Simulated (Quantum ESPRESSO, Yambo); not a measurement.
# A GW chain in Yambo: WS2 (2H monolayer), part 3 of 3

Aim: the G0W0 gap of WS2 (2H monolayer) on PBE, step by step.

Quantum ESPRESSO 7.5 and Yambo 5.3.0; PBE and many-body steps on it, plane waves. Known limits of the many-body steps: not at the basis limit; no spin-orbit coupling.

So far. Step 3 (Bands along the symmetry lines): The gap is 1.811 eV, as in the run before at this level. Step 4 (Empty states on the mesh, 6×6×1 mesh, 124 bands): On this mesh the gap is 1.811 eV.

## 6. Screening and self-energy, 6×6×1 mesh, 124 bands, screening to 142.9 eV

Now the one-shot GW correction: screening in the RPA, then the self-energy of the levels asked for.

This step: G0W0 on PBE, plane waves, norm-conserving pseudopotentials.

gw1.in reads:

```
HF_and_locXC
gw0
dyson
ppa
em1d
rim_cut
rim_w
RandQpts= 3000000
RandGvec= 100 RL
CUTGeo= "slab z"
RandGvecW= 9 RL
EXXRLvcs= 62 Ry
VXCRLvcs= 248 Ry
Chimod= "HARTREE"
% BndsRnXp
 1 | 124 |
%
NGsBlkXp= 10.5 Ry
% LongDrXp
 1 | 1 | 0 |
%
% GbndRnge
 1 | 124 |
%
DysSolver= "n"
ExtendOut
PPAPntXp= 27.21138 eV
% QPkrange
 7 | 7 | 12 | 15 |
 1 | 1 | 12 | 15 |
%
```

On the command line:

```bash
OMP_NUM_THREADS=1 mpirun -n 4 yambo -F gw1.in -J gw1 -C gw1 > gw1.log
```

Log:

```text
 Yambo, version 5.3.0

 [02] CORE Variables Setup
 =========================

  [... cell, symmetries and grids as in the set-up ...]

  [02.05] Energies & Occupations
  ==============================

  [X] === General ===
  [X] Electronic Temperature                        :  0.000000  0.000000 [eV K]
  [X] Bosonic    Temperature                        :  0.000000  0.000000 [eV K]
  [X] Finite Temperature mode                       : no
  [X] El. density                                   :  0.18475E+24 [cm-3]
  [X] Fermi Level                                   :  0.647888 [eV]

  [X] === Gaps and Widths ===
  [X] Conduction Band Min                           :  1.811258 [eV]
  [X] Valence Band Max                              :  0.000000 [eV]
  [X] Filled Bands                                  :  13
  [X] Empty Bands                                   :   14  124
  [X] Direct Gap                                    :  1.811258 [eV]
  [X] Direct Gap localized at k                     :   7
  [X] Indirect Gap                                  :  1.811258 [eV]
  [X] Indirect Gap between kpts                     :   7   7
  [X] Last valence band width                       :  1.187906 [eV]
  [X] 1st conduction band width                     :  1.058886 [eV]

 [03] Transferred momenta grid and indexing
 ==========================================

 IBZ Q-points                                      :   7
 BZ  Q-points                                      :   36

 K/Q-points units:
 rlu = crystal or reduced units; cc = cartesian coordinates; iku = interal k-units

 Q [1]          [rlu]:  0.000000  0.000000  0.000000
 Q [2]          [rlu]:  0.29073E-17  0.16667       0.0000
 Q [3]          [rlu]:  0.58146E-17  0.33333       0.0000
 Q [4]          [rlu]: -0.87219E-17 -0.50000       0.0000
 Q [5]          [rlu]:  0.166667  0.166667  0.000000
 Q [6]          [rlu]:  0.166667  0.333333  0.000000
 Q [7]          [rlu]:  0.333333  0.333333  0.000000

 [04] Coloumb potential Random Integration (RIM)
 ===============================================

 Performing RIM of v_slab

  [04.01] RIM initialization
  ==========================

  * Diagonal components only detected *

  8 x (sBL volume)        :  0.058041 [a.u.]
  sBZ random points       :  3000000
  Points outside the sBZ  :  24000829
  RL volume               :  0.261184 [a.u.]
  Integrated volume       :  0.261175 [a.u.]

  [04.02] RIM integrals
  =====================

  Gamma point sphere radius             :  0.047145 [a.u.]
  Points outside the sphere             :  2398884
  [Int_sBZ(q=0) 1/q^2]*(Vol_sBZ)^(-1/3) =:  7.613394
                                 should be <:  7.795600

  Summary of Coulomb integrals for non-metallic bands |Q|[au] RIM/Bare

  Q [1] 0.100000E-4 0.976627 * Q [2] 0.200783 1.066404
  Q [5] 0.347766 1.040604 * Q [3] 0.401565 1.032663
  Q [6] 0.531221 1.019831 * Q [4] 0.602348 1.015591
  Q [7] 0.695532 1.011635
  Non-periodic chartesian directions : none
  Optical renormalization            :  30.23562 [au]
  Polarizability dimension           : length

 [05] Coloumb potential CutOffslab
 =================================

 Cut directionsZ
 Slab Cutoff:Z
 Symmetry test passed : yes

 [06] Dipoles
 ============

  [06.01] Setup: observables and procedures
  =========================================

  [WARNING] [x,Vnl] slows the Dipoles computation. To neglect it rename the ns.kb_pp file

 [07] Dynamic Dielectric Matrix (PPA)
 ====================================

 [WR./gw1//ndb.pp]---------------------------------------------------------------
  Brillouin Zone Q/K grids (IBZ/BZ)                :    7   36    7   36
  RL vectors                                       :   9989 [WF]
  Coulomb cutoff potential                         : slab z
  Electronic Temperature                           :  0.000000 [K]
  Bosonic    Temperature                           :  0.000000 [K]
  PPA    diel. fun.  energies                      : Perdew, Burke & Ernzerhof(X)+Perdew, Burke & Ernzerhof(C)
  wavefunctions                                    : Perdew, Burke & Ernzerhof(X)+Perdew, Burke & Ernzerhof(C)
  Global Gauge                                     : length
  X matrix size                                    :   469
  X band range                                     :    1  124
  X e/h energy range                               : -1.000000 -1.000000 [eV]
  X Time ordering                                  : R
  X Hxc Kernel                                     : HARTREE
  X Drude frequency                                :  0.000000  0.000000
  X poles                                          :  100.0000 [o/o]
  RL vectors in the sum                            :   9989
  [r,Vnl] included                                 : yes
  Field direction                                  :  0.707107E-5  0.707107E-5   0.00000
  BZ energy Double Grid                            : no
  BZ energy DbGd points                            : 0
  BZ Q point size factor                           : -1.000000
  X Optical Averaged directions                    : none

 [08] Local Exchange-Correlation + Non-Local Fock
 ================================================

 [VXC] Plane waves :   62407
 [EXS] Plane waves :   7845

 QP @ state[ 1 ] K range:  1  1
 QP @ state[ 1 ] b range:  12  15
 QP @ state[ 2 ] K range:   7   7
 QP @ state[ 2 ] b range:  12  15

 [xc] Functional : Perdew, Burke & Ernzerhof(X)+Perdew, Burke & Ernzerhof(C)
 [xc] LIBXC used to calculate xc functional
  PP Number of Atomic Species                      :  2
  NLCC RL compoments                               :   62407
  PP Number of Atomic Species                      :  2
  NLCC RL compoments                               :   62407

 [xc] E_xc :  -12.19832 [Ha]
      E_xc :  -24.39664 [Ry]

  Local XC kind (lXC) : Perdew, Burke & Ernzerhof(X)+Perdew, Burke & Ernzerhof(C)
  Non-Local XC kind (nlXC) : Hartree-Fock

  Corrections @ K [1] :  [eV]
 <12|nlXC|12> = -17.23896  0.78802E-17 <12|lXC|12> = -15.38888  0.11801E-16
 <13|nlXC|13> = -15.23867  0.10366E-16 <13|lXC|13> = -14.44281  0.000000
 <14|nlXC|14> = -10.51608 -0.17981E-17 <14|lXC|14> = -15.14438  0.000000
 <15|nlXC|15> = -10.51607 -0.14095E-17 <15|lXC|15> = -15.14438  0.000000

  Corrections @ K [7] :  [eV]
 <12|nlXC|12> = -17.29465  0.60239E-17 <12|lXC|12> = -14.09721  0.000000
 <13|nlXC|13> = -15.66570  0.14100E-17 <13|lXC|13> = -15.21957 -0.18882E-15
 <14|nlXC|14> = -12.01562  0.49265E-17 <14|lXC|14> = -16.30513  0.000000
 <15|nlXC|15> = -9.216559  0.13852E-17 <15|lXC|15> = -14.23286  0.000000

  [08.01] Hartree-Fock occupations report
  =======================================

  [Hartree-Fock] === General ===
  [Hartree-Fock] Electronic Temperature             :  0.000000  0.000000 [eV K]
  [Hartree-Fock] Bosonic    Temperature             :  0.000000  0.000000 [eV K]
  [Hartree-Fock] Finite Temperature mode            : no
  [Hartree-Fock] El. density                        :  0.18475E+24 [cm-3]
  [Hartree-Fock] Fermi Level                        :  0.647888 [eV]

  [Hartree-Fock] === Gaps and Widths ===
  [Hartree-Fock] Conduction Band Min                :  2.020747 [eV]
  [Hartree-Fock] Valence Band Max                   : -0.362448 [eV]
  [Hartree-Fock] Filled Bands                       :  13
  [Hartree-Fock] Empty Bands                        :   14  124
  [Hartree-Fock] Direct Gap                         :  2.714865 [eV]
  [Hartree-Fock] Direct Gap localized at k          :  2
  [Hartree-Fock] Indirect Gap                       :  2.383195 [eV]
  [Hartree-Fock] Indirect Gap between kpts          :   2   5
  [Hartree-Fock] Last valence band width            :  0.825458 [eV]
  [Hartree-Fock] 1st conduction band width          :  5.477699 [eV]

 [09] Dyson equation: Newton solver
 ==================================

  [09.01] RIM-W interpolation
  ===========================

  [WARNING] RIM-W works only for 2D semiconductors with slab cutoff
  Found compatible q grid: 2D
  q_min[ 1 ]:  0.16667      0.50426E-11   0.0000     [rlu]
   0.166667  0.083333  0.000000 [iku]
  q_min[ 2 ]:  0.29073E-17  0.16667       0.0000     [rlu]
  -0.60387E-11  0.16667       0.0000     [iku]
  G-vectors :   9
  G-vectors loaded:   65
  Number of interpolated frequencies:  2

  Evaluating coefficients q = 0
  Evaluating coefficients q = 0

  [09.02] RIM-W integrals
  =======================

  8 x (sBL volume)        :  0.058041 [a.u.]
  sBZ random points       :  3000000
  Points outside the sBZ  :  24000829
  RL volume               :  0.261184 [a.u.]
  Integrated volume       :  0.261175 [a.u.]

  [09.03] RIM integrals
  =====================

  Comparison between head Wc = W - v averages: < Wc > [au] RIM-W/RIM

   < -Wc [Q = 1] > 0.411503E-1 0.565988E-4 * < -Wc [Q = 2] > 0.005235 0.005019
   < -Wc [Q = 3] > 0.905436E-3 0.887205E-3 * < -Wc [Q = 4] > 0.305780E-3 0.302502E-3
   < -Wc [Q = 5] > 0.001320 0.001287 * < -Wc [Q = 6] > 0.431701E-3 0.426658E-3
   < -Wc [Q = 7] > 0.206480E-3 0.205041E-3

  Comparison between head Wc = W - v averages: < Wc > [au] RIM-W/RIM

   < -Wc [G = 1,G`=0] > 0.411503E-1 0.565988E-4 * < -Wc [G = 2,G`=0] >-0.002895 0.000000
   < -Wc [G = 3,G`=0] >-0.002895 0.000000 * < -Wc [G = 4,G`=0] > 0.513606E-4  0.00000
   < -Wc [G = 5,G`=0] > 0.513606E-4  0.00000 * < -Wc [G = 6,G`=0] > 0.162132E-3  0.00000
   < -Wc [G = 7,G`=0] > 0.162132E-3  0.00000 * < -Wc [G = 8,G`=0] >-0.376815E-4  0.00000
   < -Wc [G = 9,G`=0] >-0.376815E-4  0.00000

 [10] G0W0 (W PPA)
 =================

 [  GW  ] Bands range     :    1  124
 [GW/PPA] G damping       :  0.100000 [eV]

 QP @ state[ 1 ] K range:  1  1
 QP @ state[ 1 ] b range:  12  15
 QP @ state[ 2 ] K range:   7   7
 QP @ state[ 2 ] b range:  12  15

  Sc/G bands                                       :    1  124
  Sc/G damping                                     :  0.100000 ev
  Sc bands terminator                              : no
  Sx RL components                                 :   7845

  QP @ state[ 1 ] K range                          :  1  1
  QP @ state[ 1 ] b range                          :  12  15
  QP @ state[ 2 ] K range                          :   7   7
  QP @ state[ 2 ] b range                          :  12  15
  GF energies kind                                 : Perdew, Burke & Ernzerhof(X)+Perdew, Burke & Ernzerhof(C)
  GF WF`s kind                                     : Perdew, Burke & Ernzerhof(X)+Perdew, Burke & Ernzerhof(C)
  Xs energies kind                                 : Perdew, Burke & Ernzerhof(X)+Perdew, Burke & Ernzerhof(C)
  Xs WF`s kind                                     : Perdew, Burke & Ernzerhof(X)+Perdew, Burke & Ernzerhof(C)

 [14] Game Over & Game summary
```

The job ended after 4.8 min (4 MPI ranks of Intel Xeon 6975P-C (Granite Rapids), shared host; peak memory 2.2 GiB; 19 min of CPU time).

This step gave:

```
G0W0 gap on the points computed              : 2.835 eV
starting gap on the mesh                     : 1.811 eV
k of the valence top                         : 0.3333, 0.3333, 0
k of the conduction bottom                   : 0.3333, 0.3333, 0
least direct G0W0 gap on the computed points : 2.835 eV
Z at the valence top                         : 0.7531
Z at the conduction bottom                   : 0.7514
```

The gap on the mesh goes from 1.81 eV to 2.83 eV, a correction of +1.02 eV.

Limits: finite bands, cutoff and mesh; no spin-orbit coupling. v1 is the top filled band, c1 the lowest empty one. Levels before and after the correction, in eV, zero at the valence-band top of each column:

```csv
,conduction bottom,valence top
Kohn-Sham,1.81,0.00
G0W0,2.83,0.00
```

```csv
,level,energy (eV)
Kohn-Sham,(0.333 0.333 0) v2,-2.370
Kohn-Sham,(0.333 0.333 0) v1,0.000
Kohn-Sham,(0.333 0.333 0) c1,1.811
Kohn-Sham,(0.333 0.333 0) c2,3.334
G0W0,(0.333 0.333 0) v2,-2.905
G0W0,(0.333 0.333 0) v1,0.000
G0W0,(0.333 0.333 0) c1,2.835
G0W0,(0.333 0.333 0) c2,4.292
```

## 7. Where the time went

Times are wall times on the hardware named with each run, good to a factor of about two.

```csv
step,time,share,memory (GiB)
ground state,20 s,6 %,0.42
bands along the symmetry lines,8.2 s,2 %,0.35
empty states on the mesh,20 s,6 %,0.61
conversion and set-up,2.7 s,1 %,0.25
screening and self-energy,4.8 min,85 %,2.2
```

## 8. Results

| Quantity | Value |
| --- | --- |
| PBE gap | 1.81 eV, direct |
| G0W0 gap on the mesh | 2.83 eV |
| GW settings | 6×6×1 mesh, 124 bands, screening to 142.9 eV, Godby-Needs plasmon pole |
| known limits | not at the basis limit; no spin-orbit coupling |

What this shows: G0W0 moves the gap on the mesh from 1.81 eV to 2.83 eV (+1.02 eV), with Z of 0.75 and 0.75 at the edges. Only 2 of the mesh's irreducible points were corrected, so a valley elsewhere could overtake. The dearest step here is «screening and self-energy». Against experiment, by G0W0@PBE: the direct gap of 2.83 eV lies +0.60 eV from the measured 2.238 ± 0.003 eV (electronic, 4 K, encapsulated, 2019); the direct gap of 2.83 eV lies +0.43 eV from the measured 2.4 eV (exciton, 70 K, on fused silica, 2017); the gap of 2.83 eV lies +0.69 eV from the measured 2.14 eV (transport, 240 K, 2014); the direct gap of 2.83 eV lies +0.87 eV from the measured 1.96 eV (exciton, 295 K, on Al2O3 (0001), 2020); the direct gap of 2.83 eV lies +0.10 eV from the measured 2.73 eV (electronic, 2014). An exciton line or allowed optical edge lies below the quasiparticle gap by the binding energy; a forbidden edge can push the onset above it. The computed sheet is free-standing; a substrate or cover screens it further and lowers both gap and binding, while the exciton line moves little. The calculation has static nuclei and no excitons; a measured gap holds zero-point and thermal motion, which mostly lowers it. With atoms this heavy the missing spin-orbit coupling can matter too. Bands and cutoff are finite, so the gap is not at the basis limit. The miss can reach some tenths of an eV and take either sign; the mesh is an error of its own. In the G0W0 run levels were corrected at 2 k points alone, so a gap called «on the mesh» is the least over those, and an edge elsewhere would be missed.

[Paths, hosts, dates, memory and timing lines, banners, echoed tables and standing remarks are left out of the program output.]

[Logs are printed without paths, hosts, clocks, repeated set-up lines and the standing remarks that a program may print on its own settings, such as how far it seeks lower states.]

[Runs of the session that timed out or met a known fault of the program may be left out.]

[Hosts, paths, dates, database ids (printed as entryN), source tags and the programs' standing remarks are cut or masked in the printed files.]
